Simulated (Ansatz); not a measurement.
# TiO2 (P4_2/mnm) in Ansatz: a series of runs

One crystal, TiO2, is run at these levels: PBE+U; tasks: band structure.

All numbers are computed with Ansatz 0.2.0; they aren't measurements. Logs are shortened: lines on timing, memory, paths and dates and some standing lists are left out, and cuts for length are marked.

**Experimental background.**

“Shallow Valence Band of Rutile GeO2 and P-type Doping”, 2020, arxiv:2011.08928 quotes, for a bulk crystal of TiO2 at 1.6 K: band gap 3.03 eV (direct).

The results are compared with them further down.

## 1. The structure

The structure is tetragonal, space group P4_2/mnm (No. 136). The conventional cell has a = 4.600 Å, b = 4.600 Å, c = 2.959 Å, α = 90.00°, β = 90.00°, γ = 90.00°. Around Ti (site symmetry mmm) lie 6 O at 1.95 to 1.98 Å. O (site symmetry m2m) has 3 Ti at 1.95 to 1.98 Å as nearest neighbours.

The cell is a database's computed one.

## 2. Band structure, PBE+U

input.yaml reads:

```yaml
crystal:
  lattice:
    - [4.5998373239, 0.0, 0.0]
    - [0.0, 4.5998373239, 0.0]
    - [0.0, 0.0, 2.95921356]
  atoms:
    - { symbol: Ti, position: [0.0, 0.0, 0.5] }
    - { symbol: Ti, position: [0.5, 0.5, 0.0] }
    - { symbol: O, position: [0.30432132, 0.30432132, 0.5] }
    - { symbol: O, position: [0.19567868, 0.80432132, 0.0] }
    - { symbol: O, position: [0.80432132, 0.19567868, 0.0] }
    - { symbol: O, position: [0.69567868, 0.69567868, 0.5] }
hamiltonian:
  xc: pbe
  pseudopotentials: { kind: paw }
  hubbard: { sites: [{ species: Ti, l: d, u_eff: 3.0 }] }
kpoints:
  mp_grid: { grid: [6, 6, 9] }
  band_path:
    path:
      - [[0.0, 0.0, 0.0], [0.0, 0.5, 0.0], [0.5, 0.5, 0.0], [0.0, 0.0, 0.0], [0.0, 0.0, 0.5], [0.0, 0.5, 0.5], [0.5, 0.5, 0.5], [0.0, 0.0, 0.5]]
      - [[0.0, 0.5, 0.0], [0.0, 0.5, 0.5]]
      - [[0.5, 0.5, 0.0], [0.5, 0.5, 0.5]]
    npoints: 14
scf:
  occupations: { method: fermi_dirac, width: 0.05 }
  n_extra_bands: 15
output:
  forces: true
  stress: true
  eigenvalues: true
  fatbands: false
```

Potentials or basis: Ansatz PAW.

Command:

```
ansatz run input.yaml --threads 2 --pin off --max-ram 5632MiB --backend cpu --events-out ev --progress --plain --runs-dir out
```

Output:

```text
Warning: RAYON_NUM_THREADS=2 ignored (pool sized by the plan → 2); use --threads N
Ti: projections on atomic orbitals take those of the free atom [Ne] 3s2 3p6 3d2 4s2, of charge +0.00 (hamiltonian.pseudopotentials.projection_atoms); the dataset's partial waves leave at most 4.1e-7 of an orbital's norm unspanned inside its sphere
O: projections on atomic orbitals take those of the free atom [He] 2s2 2p4, of charge +0.00 (hamiltonian.pseudopotentials.projection_atoms); the dataset's partial waves leave at most 1.9e-8 of an orbital's norm unspanned inside its sphere
scf.n_extra_bands = 15 over 24 filled bands (N_el = 48.0): the run solves 39 bands
Engine: ansatz 0.2.0, aarch64-unknown-linux-gnu
Pseudopotentials: kind: paw
Pseudopotential: Ti, paw, valence charge 12, recommended cutoff 420 eV (normal), Ti.paw.azcp
Pseudopotential: O, paw, valence charge 6, recommended cutoff 420 eV (normal), O.paw.azcp
Functional definition: PBE
  parameter kappa = 0.804
  parameter beta = 0.06672455060314922
  exchange = pbe_x(kappa = kappa, mu = beta*pi^2/3)
  correlation = pbe_c(beta = beta)
Crystal: 6 atoms, lattice volume = 62.613 Å³
Basis set: ecut = 420 eV, 1217 PW (Γ), exchange–correlation on 64×64×40 points (8 copies of the dense FFT grid, shifted against one another)
Bands: 39, of which v1, the nominal top of the filled ones, is band 24 counted from 1 (23 counted from 0)
Symmetry: 16 space group operations
Space group: P42/mnm (ITA 136), of the structure as read, at distance tolerance 4.0e-5 Å
k-points: 50 of 324
Non-local potential: Ti, projectors of the file, l = 0: 3, l = 1: 2, l = 2: 3, l = 3: 1
Non-local potential: O, projectors of the file, l = 0: 2, l = 1: 2, l = 2: 1
PAW form: soft (Blöchl's): semilocal exchange-correlation on the pseudo side does not see the compensation charge
PAW one-centre angular grid: Ti, 590 points (default); XC on 64 Gauss nodes
PAW one-centre angular grid: O, 110 points (default); XC on 64 Gauss nodes
Initial density: superposition of atomic densities (chi_scale 0.1, normalization cell, long waves of neutral atoms under a Hubbard term (reshape's long-wave potential 0.00 eV rms, cloud 2.26 Å wide))
Initial wavefunctions: pseudopotential atomic-orbital guess
Functional: x = pbe(κ = 0.804, μ = 0.2195149727645171), c = pbe(β = 0.06672455060314922)
SCF iter   1: F=—  HF=-7272.881542 eV  |F-HF|=—  |Δ(HF+E_count)|=         —  Δρ=8.95e-2  dr2=5.10e0  ethr=3.10e-3  ⟨swp⟩=5.8  Hψ=7078  notcnv=0  defer=47
preconditioner: auto → Resta (q_TF=auto, 2.610 Å⁻¹)  ε∞=4.5  [insulator: Δε(μ)=2.938 eV  Ē_g=14.252 eV  σ=0.050 eV  W_gap=1.00  n_scr=18 (ndim 8)  ℏωp=26.5 eV  f_vac=0.000  D(μ)=0.00/eV (n_scr^D=0)  ε∞_Penn≈4.5]
SCF iter   2: F=—  HF=-7272.375491 eV  |F-HF|=—  |Δ(HF+E_count)|=   5.06e-1  Δρ=5.77e-2  dr2=1.44e0  ethr=3.10e-3  ⟨swp⟩=2.1  Hψ=3474  notcnv=0  defer=417
SCF iter   3: F=—  HF=-7272.246741 eV  |F-HF|=—  |Δ(HF+E_count)|=   1.29e-1  Δρ=2.51e-2  dr2=3.12e-1  ethr=2.99e-3  ⟨swp⟩=2.0  Hψ=2443  notcnv=0  defer=417
SCF iter   4: F=—  HF=-7272.295187 eV  |F-HF|=—  |Δ(HF+E_count)|=   4.84e-2  Δρ=6.67e-3  dr2=2.82e-2  ethr=6.49e-4  ⟨swp⟩=2.3  Hψ=2684  notcnv=0  defer=376
SCF iter   5: F=—  HF=-7272.301411 eV  |F-HF|=—  |Δ(HF+E_count)|=   6.22e-3  Δρ=1.64e-3  dr2=2.20e-3  ethr=5.87e-5  ⟨swp⟩=2.2  Hψ=2707  notcnv=0  defer=372
SCF iter   6: F=—  HF=-7272.302848 eV  |F-HF|=—  |Δ(HF+E_count)|=   1.44e-3  Δρ=4.66e-4  dr2=1.32e-4  ethr=4.58e-6  ⟨swp⟩=2.1  Hψ=2333  notcnv=0  defer=364
SCF iter   7: F=—  HF=-7272.302875 eV  |F-HF|=—  |Δ(HF+E_count)|=   2.69e-5  Δρ=8.41e-5  dr2=4.35e-6  ethr=2.74e-7  ⟨swp⟩=2.3  Hψ=2226  notcnv=0  defer=364
SCF iter   8: F=—  HF=-7272.302878 eV  |F-HF|=—  |Δ(HF+E_count)|=   2.88e-6  Δρ=2.70e-5  dr2=4.77e-7  ethr=9.05e-9  ⟨swp⟩=2.3  Hψ=2738  notcnv=0  defer=364
SCF iter   9: F=-7272.302878 eV  HF=-7272.302878 eV  |F-HF|=5.11e-9  |Δ(HF+E_count)|=   4.33e-8  Δρ=2.88e-6  dr2=5.19e-9  ethr=2.08e-10  ⟨swp⟩=9.6  Hψ=8583  notcnv=0
SCF 1 converged in 9 iterations: F = -7272.302878 eV  dr2 = 5.19e-9
NSCF: frozen V_eff on 129 k-points
SCF converged after 9 iterations
Free energy (F): -7272.302878 eV
Harris-Foulkes:  -7272.302878 eV  (|F-HF|=5.11e-9)
Internal energy: -7272.302878 eV  (E = F + TS)
E sigma→0 (E₀):  -7272.302878 eV
Fermi energy:    10.430152 eV
--- Per-component energies (eV) ---
  E_band       = -393.747044
  E_kinetic    = 1247.414910
  E_local      = -3082.912615  (includes V_loc(G=0)·N_el)
  E_nonlocal   = 194.321288
  E_hartree    = 1171.431192
  E_xc         = -493.402949
  E_vxc        = -624.891577  (∫ρ·V_xc dr)
  E_hubbard    = 4.856520  (on-site DFT+U / exact-exchange correction)
  E_vhub       = 3.346237  (the Hubbard potential's part of the band-sum identity)
  E_paw        = -2720.926188  (= ΣΔE_a)
  E_vpaw       = -473.897862  (= ΣTr[D̂ρ^β])
  E_aug_tail   = 0.010179  (compensation charges beyond the density's cutoff)
  E_ewald      = -3593.095214
  E_smearing   = -0.000000  (= −TS)
  E_closure    = -0.000000  (closes the sum)
  Σ components = -7272.302878   (vs F -7272.302878, Δ=0.00e0)
--- Forces (eV/Å), atoms counted from 1 ---
  atom   1  Ti     0.00000000    -0.00000000     0.00000000
  atom   2  Ti     0.00000000     0.00000000     0.00000000
  atom   3  O      0.00846590     0.00846590     0.00000000
  atom   4  O     -0.00846590     0.00846590     0.00000000
  atom   5  O      0.00846590    -0.00846590     0.00000000
  atom   6  O     -0.00846590    -0.00846590     0.00000000
  max |Σ_I F_I| component: 1.39e-17 eV/Å
--- Stress (GPa, compression-positive) ---
        6.015321       0.000000       0.000000
        0.000000       6.015321       0.000000
        0.000000       0.000000       8.555624
  P = ⅓ Tr σ = 6.8621 GPa (68.621 kbar)
--- Band table (eV; the first three rows and the last of 50) ---
  k-point 0: bands = ["-48.3228", "-48.3050", "-24.5958", "-24.5958", "-24.4431", "-24.4431", "-24.4002", "-24.3678", "-8.9277", "-7.6498", "-7.0199", "-7.0199", "3.5984", "4.0542", "4.6172", "5.5245", "5.5245", "6.7098", "6.7098", "7.2822", "8.5881", "8.8656", "8.8656", "9.3700", "11.5824", "11.7963", "12.0796", "12.1421", "12.1421", "13.6119", "13.9490", "15.7891", "15.7891", "16.8230", "17.0465", "20.7690", "20.7690", "23.8124", "24.6236"]
  k-point 1: bands = ["-48.3181", "-48.3017", "-24.5827", "-24.5827", "-24.4495", "-24.4409", "-24.4409", "-24.4202", "-8.8012", "-7.5831", "-7.0690", "-7.0690", "3.7655", "4.1788", "4.7540", "5.3742", "5.3742", "6.9233", "6.9773", "6.9773", "8.1021", "8.6389", "8.6389", "9.2986", "11.8617", "11.8983", "12.0109", "12.2707", "12.2707", "13.8055", "13.8652", "15.5948", "15.5948", "16.6312", "17.4376", "21.2683", "21.2683", "23.8305", "24.5227"]
  k-point 2: bands = ["-48.3053", "-48.2929", "-24.5728", "-24.5516", "-24.5487", "-24.5487", "-24.4362", "-24.4362", "-8.4606", "-7.4291", "-7.1954", "-7.1954", "4.2113", "4.4911", "5.1554", "5.2381", "5.2381", "6.1559", "7.1269", "7.4180", "7.4180", "8.0567", "8.0567", "9.0059", "11.9241", "12.0977", "12.3754", "12.5898", "12.5898", "13.6209", "14.2174", "15.2776", "15.2776", "16.0912", "18.4384", "22.4163", "22.4163", "23.9055", "24.0745"]
  k-point 49: bands = ["-48.2760", "-48.2760", "-24.7961", "-24.7961", "-24.4730", "-24.4730", "-24.4425", "-24.4425", "-7.5263", "-7.5263", "-7.3480", "-7.3480", "4.6846", "4.6846", "4.6925", "4.6925", "5.8023", "5.8023", "6.5819", "6.5819", "8.0774", "8.0774", "8.6158", "8.6158", "12.2904", "12.2904", "12.6948", "12.6948", "12.8793", "12.8793", "15.1096", "15.1096", "15.1377", "15.1377", "20.8974", "20.8974", "23.2674", "23.2674", "24.0215"]
Occupation matrices written to <dir>
```

Wall time 8.4 s (2 threads of Arm Neoverse V1, shared host); peak memory 0.51 GiB.

Results:

```
Free energy             : -7272.3029 eV
Pressure                : 6.9 GPa
Largest force           : 0.012 eV/Å
Band gap on the k mesh  : 2.19 eV, indirect (least direct gap 2.21 eV)
Band gap along the path : 2.19 eV, indirect (least direct gap 2.21 eV)
```

Forces in eV/Å, atoms in the order of the input:
```
Ti   0.000  0.000  0.000
Ti   0.000  0.000  0.000
O    0.008  0.008  0.000
O   -0.008  0.008  0.000
O    0.008 -0.008  0.000
O   -0.008 -0.008  0.000
```

Levels at the corners of the path, in eV from the valence-band top:
```
point  band 20  band 21  band 22  band 23  band 24  band 25  band 26  band 27  band 28  band 29
    Γ    -2.09    -0.78    -0.50    -0.50     0.00     2.21     2.43     2.71     2.77     2.77
    X    -3.12    -1.68    -1.68    -0.77    -0.77     2.80     2.80     3.28     3.28     3.71
    M    -2.08    -1.40    -1.40    -1.16    -1.16     2.19     2.19     2.79     2.79     4.00
    Γ    -2.09    -0.78    -0.50    -0.50     0.00     2.21     2.43     2.71     2.77     2.77
    Z    -2.87    -2.30    -2.30    -1.47    -1.47     3.19     3.19     3.49     3.49     3.81
    R    -2.49    -2.00    -2.00    -1.08    -1.08     2.25     2.25     3.52     3.52     4.02
    A    -2.85    -1.26    -1.26    -0.72    -0.72     2.88     2.88     3.34     3.34     3.55
    Z    -2.87    -2.30    -2.30    -1.47    -1.47     3.19     3.19     3.49     3.49     3.81
    X    -3.12    -1.68    -1.68    -0.77    -0.77     2.80     2.80     3.28     3.28     3.71
    R    -2.49    -2.00    -2.00    -1.08    -1.08     2.25     2.25     3.52     3.52     4.02
    M    -2.08    -1.40    -1.40    -1.16    -1.16     2.19     2.19     2.79     2.79     4.00
    A    -2.85    -1.26    -1.26    -0.72    -0.72     2.88     2.88     3.34     3.34     3.55
```

Eigenvalues of the final occupation matrices:
```csv
site,spin,trace,eigenvalues
site 1,1,1.06,0.13 0.16 0.16 0.29 0.31
site 2,1,1.06,0.13 0.16 0.16 0.29 0.31
```

Caveat: the pressure holds a Pulay correction of +0.7 GPa for the finite cutoff.

## 3. Band structure, PBE+U

input.yaml: that of step 2 with these lines changed.

```diff
@@ -15,3 +15,3 @@
   pseudopotentials: { kind: paw }
-  hubbard: { sites: [{ species: Ti, l: d, u_eff: 3.0 }] }
+  hubbard: { sites: [{ species: Ti, l: d, u_eff: 4.0 }] }
 kpoints:
@@ -31,2 +31,2 @@
   eigenvalues: true
-  fatbands: false
+  fatbands: true
```

Potentials or basis: Ansatz PAW.

Command:

```
ansatz run input.yaml --threads 2 --pin off --max-ram 5632MiB --backend cpu --events-out ev --progress --plain --runs-dir out
```

Output:

```text
Warning: RAYON_NUM_THREADS=2 ignored (pool sized by the plan → 2); use --threads N
Ti: projections on atomic orbitals take those of the free atom [Ne] 3s2 3p6 3d2 4s2, of charge +0.00 (hamiltonian.pseudopotentials.projection_atoms); the dataset's partial waves leave at most 4.1e-7 of an orbital's norm unspanned inside its sphere
O: projections on atomic orbitals take those of the free atom [He] 2s2 2p4, of charge +0.00 (hamiltonian.pseudopotentials.projection_atoms); the dataset's partial waves leave at most 1.9e-8 of an orbital's norm unspanned inside its sphere
scf.n_extra_bands = 15 over 24 filled bands (N_el = 48.0): the run solves 39 bands
Engine: ansatz 0.2.0, aarch64-unknown-linux-gnu
Pseudopotentials: kind: paw
Pseudopotential: Ti, paw, valence charge 12, recommended cutoff 420 eV (normal), Ti.paw.azcp
Pseudopotential: O, paw, valence charge 6, recommended cutoff 420 eV (normal), O.paw.azcp
Functional definition: PBE
  parameter kappa = 0.804
  parameter beta = 0.06672455060314922
  exchange = pbe_x(kappa = kappa, mu = beta*pi^2/3)
  correlation = pbe_c(beta = beta)
Crystal: 6 atoms, lattice volume = 62.613 Å³
Basis set: ecut = 420 eV, 1217 PW (Γ), exchange–correlation on 64×64×40 points (8 copies of the dense FFT grid, shifted against one another)
Bands: 39, of which v1, the nominal top of the filled ones, is band 24 counted from 1 (23 counted from 0)
Symmetry: 16 space group operations
Space group: P42/mnm (ITA 136), of the structure as read, at distance tolerance 4.0e-5 Å
k-points: 50 of 324
Non-local potential: Ti, projectors of the file, l = 0: 3, l = 1: 2, l = 2: 3, l = 3: 1
Non-local potential: O, projectors of the file, l = 0: 2, l = 1: 2, l = 2: 1
PAW form: soft (Blöchl's): semilocal exchange-correlation on the pseudo side does not see the compensation charge
PAW one-centre angular grid: Ti, 590 points (default); XC on 64 Gauss nodes
PAW one-centre angular grid: O, 110 points (default); XC on 64 Gauss nodes
Initial density: superposition of atomic densities (chi_scale 0.1, normalization cell, long waves of neutral atoms under a Hubbard term (reshape's long-wave potential 0.00 eV rms, cloud 2.26 Å wide))
Initial wavefunctions: pseudopotential atomic-orbital guess
Functional: x = pbe(κ = 0.804, μ = 0.2195149727645171), c = pbe(β = 0.06672455060314922)
SCF iter   1: F=—  HF=-7271.432674 eV  |F-HF|=—  |Δ(HF+E_count)|=         —  Δρ=9.74e-2  dr2=6.12e0  ethr=3.10e-3  ⟨swp⟩=5.8  Hψ=7036  notcnv=0  defer=46
preconditioner: auto → Resta (q_TF=auto, 2.610 Å⁻¹)  ε∞=4.4  [insulator: Δε(μ)=3.210 eV  Ē_g=14.382 eV  σ=0.050 eV  W_gap=1.00  n_scr=18 (ndim 8)  ℏωp=26.5 eV  f_vac=0.000  D(μ)=0.00/eV (n_scr^D=0)  ε∞_Penn≈4.4]
SCF iter   2: F=—  HF=-7270.744428 eV  |F-HF|=—  |Δ(HF+E_count)|=   6.88e-1  Δρ=5.99e-2  dr2=1.46e0  ethr=3.10e-3  ⟨swp⟩=2.1  Hψ=3490  notcnv=0  defer=411
SCF iter   3: F=—  HF=-7270.622852 eV  |F-HF|=—  |Δ(HF+E_count)|=   1.22e-1  Δρ=2.55e-2  dr2=2.99e-1  ethr=3.04e-3  ⟨swp⟩=2.0  Hψ=2456  notcnv=0  defer=411
SCF iter   4: F=—  HF=-7270.692766 eV  |F-HF|=—  |Δ(HF+E_count)|=   6.99e-2  Δρ=6.20e-3  dr2=2.42e-2  ethr=6.23e-4  ⟨swp⟩=2.3  Hψ=2673  notcnv=0  defer=382
SCF iter   5: F=—  HF=-7270.697872 eV  |F-HF|=—  |Δ(HF+E_count)|=   5.11e-3  Δρ=1.78e-3  dr2=2.54e-3  ethr=5.03e-5  ⟨swp⟩=2.5  Hψ=2804  notcnv=0  defer=370
SCF iter   6: F=—  HF=-7270.699103 eV  |F-HF|=—  |Δ(HF+E_count)|=   1.23e-3  Δρ=6.96e-4  dr2=3.09e-4  ethr=5.28e-6  ⟨swp⟩=2.4  Hψ=2588  notcnv=0  defer=366
SCF iter   7: F=—  HF=-7270.699099 eV  |F-HF|=—  |Δ(HF+E_count)|=   4.46e-6  Δρ=1.58e-4  dr2=1.51e-5  ethr=6.44e-7  ⟨swp⟩=1.9  Hψ=1942  notcnv=0  defer=366
SCF iter   8: F=—  HF=-7270.699104 eV  |F-HF|=—  |Δ(HF+E_count)|=   5.06e-6  Δρ=3.41e-5  dr2=7.48e-7  ethr=3.15e-8  ⟨swp⟩=2.4  Hψ=2921  notcnv=0  defer=366
SCF iter   9: F=-7270.699104 eV  HF=-7270.699104 eV  |F-HF|=4.11e-9  |Δ(HF+E_count)|=   6.00e-8  Δρ=4.76e-6  dr2=1.45e-8  ethr=2.08e-10  ⟨swp⟩=9.6  Hψ=9368  notcnv=0
SCF 1 converged in 9 iterations: F = -7270.699104 eV  dr2 = 1.45e-8
NSCF: frozen V_eff on 129 k-points
SCF converged after 9 iterations
Free energy (F): -7270.699104 eV
Harris-Foulkes:  -7270.699104 eV  (|F-HF|=4.11e-9)
Internal energy: -7270.699104 eV  (E = F + TS)
E sigma→0 (E₀):  -7270.699104 eV
Fermi energy:    10.581963 eV
--- Per-component energies (eV) ---
  E_band       = -394.024899
  E_kinetic    = 1247.648449
  E_local      = -3080.854951  (includes V_loc(G=0)·N_el)
  E_nonlocal   = 193.631843
  E_hartree    = 1169.829369
  E_xc         = -493.616417
  E_vxc        = -625.160140  (∫ρ·V_xc dr)
  E_hubbard    = 6.354009  (on-site DFT+U / exact-exchange correction)
  E_vhub       = 4.388754  (the Hubbard potential's part of the band-sum identity)
  E_paw        = -2720.606392  (= ΣΔE_a)
  E_vpaw       = -473.349898  (= ΣTr[D̂ρ^β])
  E_aug_tail   = 0.010200  (compensation charges beyond the density's cutoff)
  E_ewald      = -3593.095214
  E_smearing   = -0.000000  (= −TS)
  E_closure    = -0.000000  (closes the sum)
  Σ components = -7270.699104   (vs F -7270.699104, Δ=0.00e0)
--- Forces (eV/Å), atoms counted from 1 ---
  atom   1  Ti     0.00000000    -0.00000000     0.00000000
  atom   2  Ti     0.00000000     0.00000000     0.00000000
  atom   3  O      0.00909885     0.00909885     0.00000000
  atom   4  O     -0.00909885     0.00909885     0.00000000
  atom   5  O      0.00909885    -0.00909885     0.00000000
  atom   6  O     -0.00909885    -0.00909885     0.00000000
  max |Σ_I F_I| component: 1.73e-18 eV/Å
--- Stress (GPa, compression-positive) ---
        6.584934       0.000000       0.000000
        0.000000       6.584934       0.000000
        0.000000       0.000000      10.337230
  P = ⅓ Tr σ = 7.8357 GPa (78.357 kbar)
--- Band table (eV; the first three rows and the last of 50) ---
  k-point 0: bands = ["-48.5072", "-48.4891", "-24.7658", "-24.7658", "-24.6170", "-24.6170", "-24.5724", "-24.5405", "-8.8699", "-7.5551", "-6.9580", "-6.9580", "3.6833", "4.1518", "4.7655", "5.6010", "5.6010", "6.7631", "6.7631", "7.3365", "8.6528", "8.9395", "8.9395", "9.4619", "11.8105", "11.9946", "12.3009", "12.3461", "12.3461", "13.6590", "14.0574", "15.8243", "15.8243", "16.8618", "17.0746", "20.7775", "20.7775", "23.8881", "24.5910"]
  k-point 1: bands = ["-48.5027", "-48.4861", "-24.7530", "-24.7530", "-24.6205", "-24.6147", "-24.6147", "-24.5919", "-8.7439", "-7.4903", "-7.0035", "-7.0035", "3.8463", "4.2730", "4.9004", "5.4483", "5.4483", "6.9811", "7.0346", "7.0346", "8.1734", "8.7201", "8.7201", "9.3870", "12.0829", "12.0897", "12.2355", "12.4641", "12.4641", "13.8568", "13.9795", "15.6273", "15.6273", "16.6692", "17.4667", "21.2776", "21.2776", "23.9020", "24.5010"]
  k-point 2: bands = ["-48.4901", "-48.4779", "-24.7413", "-24.7210", "-24.7196", "-24.7196", "-24.6102", "-24.6102", "-8.4037", "-7.3412", "-7.1217", "-7.1217", "4.2820", "4.5750", "5.2963", "5.3138", "5.3138", "6.2175", "7.2031", "7.4785", "7.4785", "8.1485", "8.1485", "9.0908", "12.1515", "12.2822", "12.5918", "12.7653", "12.7653", "13.7512", "14.2742", "15.3033", "15.3033", "16.1269", "18.4702", "22.4266", "22.4266", "23.9657", "24.0772"]
  k-point 49: bands = ["-48.4606", "-48.4606", "-24.9616", "-24.9616", "-24.6454", "-24.6454", "-24.6164", "-24.6164", "-7.4381", "-7.4381", "-7.2777", "-7.2777", "4.7289", "4.7289", "4.7981", "4.7981", "5.8761", "5.8761", "6.6346", "6.6346", "8.1796", "8.1796", "8.6922", "8.6922", "12.4988", "12.4988", "12.8514", "12.8514", "13.1011", "13.1011", "15.1190", "15.1190", "15.1749", "15.1749", "20.9316", "20.9316", "23.2674", "23.2674", "24.0754"]
Occupation matrices written to <dir>
```

It took 11 s on 2 threads of Arm Neoverse V1, shared host; peak memory 0.51 GiB.

Results:

| Property | Result |
| --- | --- |
| Free energy | -7270.6991 eV |
| Pressure | 7.8 GPa |
| Largest force | 0.013 eV/Å |
| Band gap on the k mesh | 2.31 eV, indirect (least direct gap 2.35 eV) |
| Band gap along the path | 2.31 eV, indirect (least direct gap 2.35 eV) |

Forces on the atoms (eV/Å):
```
Ti   0.000  0.000  0.000
Ti   0.000  0.000  0.000
O    0.009  0.009  0.000
O   -0.009  0.009  0.000
O    0.009 -0.009  0.000
O   -0.009 -0.009  0.000
```

Levels at the corners of the path, in eV from the valence-band top:
| point | band 20 | band 21 | band 22 | band 23 | band 24 | band 25 | band 26 | band 27 | band 28 | band 29 |
| --- | --- | --- | --- | --- | --- | --- | --- | --- | --- | --- |
| Γ | -2.13 | -0.81 | -0.52 | -0.52 | 0.00 | 2.35 | 2.53 | 2.84 | 2.88 | 2.88 |
| X | -3.11 | -1.69 | -1.69 | -0.78 | -0.78 | 2.92 | 2.92 | 3.38 | 3.38 | 3.77 |
| M | -2.04 | -1.43 | -1.43 | -1.19 | -1.19 | 2.31 | 2.31 | 2.90 | 2.90 | 4.08 |
| Γ | -2.13 | -0.81 | -0.52 | -0.52 | 0.00 | 2.35 | 2.53 | 2.84 | 2.88 | 2.88 |
| Z | -2.91 | -2.28 | -2.28 | -1.49 | -1.49 | 3.29 | 3.29 | 3.62 | 3.62 | 3.88 |
| R | -2.54 | -1.98 | -1.98 | -1.10 | -1.10 | 2.38 | 2.38 | 3.65 | 3.65 | 4.07 |
| A | -2.89 | -1.25 | -1.25 | -0.73 | -0.73 | 3.00 | 3.00 | 3.41 | 3.41 | 3.68 |
| Z | -2.91 | -2.28 | -2.28 | -1.49 | -1.49 | 3.29 | 3.29 | 3.62 | 3.62 | 3.88 |
| X | -3.11 | -1.69 | -1.69 | -0.78 | -0.78 | 2.92 | 2.92 | 3.38 | 3.38 | 3.77 |
| R | -2.54 | -1.98 | -1.98 | -1.10 | -1.10 | 2.38 | 2.38 | 3.65 | 3.65 | 4.07 |
| M | -2.04 | -1.43 | -1.43 | -1.19 | -1.19 | 2.31 | 2.31 | 2.90 | 2.90 | 4.08 |
| A | -2.89 | -1.25 | -1.25 | -0.73 | -0.73 | 3.00 | 3.00 | 3.41 | 3.41 | 3.68 |

Eigenvalues of the final occupation matrices:
| site | spin | trace | eigenvalues |
| --- | --- | --- | --- |
| site 1 | 1 | 1.04 | 0.12 0.16 0.16 0.29 0.31 |
| site 2 | 1 | 1.04 | 0.12 0.16 0.16 0.29 0.31 |

Caveat: the pressure holds a Pulay correction of +0.7 GPa for the finite cutoff.

(Part 1 of 2 ends here.)
